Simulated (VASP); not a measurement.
## Sr under changes of volume

One of the cells (57.446 Å³/atom); the others are scaled copies at fixed shape and fractional positions:

```xyz
1
Lattice="0.0000 3.0625 3.0625 3.0625 0.0000 3.0625 3.0625 3.0625 0.0000" Properties=species:S:1:pos:R:3 pbc="T T T"
Sr    0.0000    0.0000    0.0000
```

```yaml
Program: VASP 6.6.1
Functional: PBEsol
Potentials_or_basis: VASP PAW PBE potentials, release 64 (Sr_sv)
Cutoff: 520 eV
k_mesh: 8 × 8 × 8
Occupations: fermi-dirac, width 0.05 eV
Spin: no spin polarisation
```

| volume (Å³/atom) | energy over the lowest point (meV/atom) | pressure (GPa) |
| --- | --- | --- |
| 52.940 | 0.00 | -0.2 |
| 54.067 | ? | ? |
| 55.193 | 7.21 | -0.7 |
| 57.446 | 20.15 | -1.1 |
| 58.572 | 28.43 | -1.2 |
| 59.698 | 37.76 | -1.4 |

Problem. What does the run at 54.067 Å³/atom give?

Solution. Energy over the lowest point 2.81 meV/atom; pressure -0.5 GPa.

Worked out: A Birch-Murnaghan fit of order 3 (a polynomial in V^(-2/3)) to the other rows has its minimum at 51.74 Å³/atom, just outside them, with B0 = V·E''(V) = 12.7 GPa and B' = 3.7. It gives 2.82 meV/atom at 54.067 Å³/atom, against the run's 2.81, and -dE/dV = -0.5 GPa, against -0.5.

Energies are extrapolated to zero smearing.

Caveats: the PAW data sets were made with another functional, which shifts forces and pressure a little.
